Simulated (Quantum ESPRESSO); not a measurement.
# In under changes of volume

One of the cells (26.540 Å³/atom); the others are scaled copies at fixed shape and fractional positions:

```xyz
2
Lattice="3.3355 0.0000 0.0000 -1.6677 2.8886 0.0000 0.0000 0.0000 5.5091" Properties=species:S:1:pos:R:3 pbc="T T T"
In    1.6677    0.9629    4.1319
In    0.0000    1.9257    1.3773
```

This isn't the form of In at room conditions, which is tetragonal.

| Item | Value |
| --- | --- |
| Program | Quantum ESPRESSO 7.5 |
| Functional | r2SCAN |
| Potentials or basis | SG15 PBE 1.2 |
| Cutoff | 952 eV |
| Density cutoff | 3810 eV |
| k mesh | 7 × 7 × 4 |
| Occupations | fermi-dirac, width 0.05 eV |
| Spin | no spin polarisation |

```csv
volume (Å³/atom),energy over the lowest point (meV/atom),pressure (GPa)
24.948,1.67,0.9
25.478,0.00,-0.1
26.009,0.99,-0.8
26.540,4.24,-1.5
27.071,9.52,-2.1
27.602,?,?
28.133,25.74,-3.1
```

Task: What does the run at 27.602 Å³/atom give?

Result: Energy over the lowest point 16.73 meV/atom; pressure -2.6 GPa.

Worked out: A Birch-Murnaghan fit of order 3 (a polynomial in V^(-2/3)) to the other rows has its minimum at 25.54 Å³/atom with B0 = V·E''(V) = 37 GPa and B' = 3.8 at fixed shape and positions, which overstates the stiffness. It gives 16.78 meV/atom at 27.602 Å³/atom, against the run's 16.73, and -dE/dV = -2.5 GPa, against -2.6.

Energies are extrapolated to zero smearing.

Caveats: the potentials were made for another functional, which shifts forces and pressure.
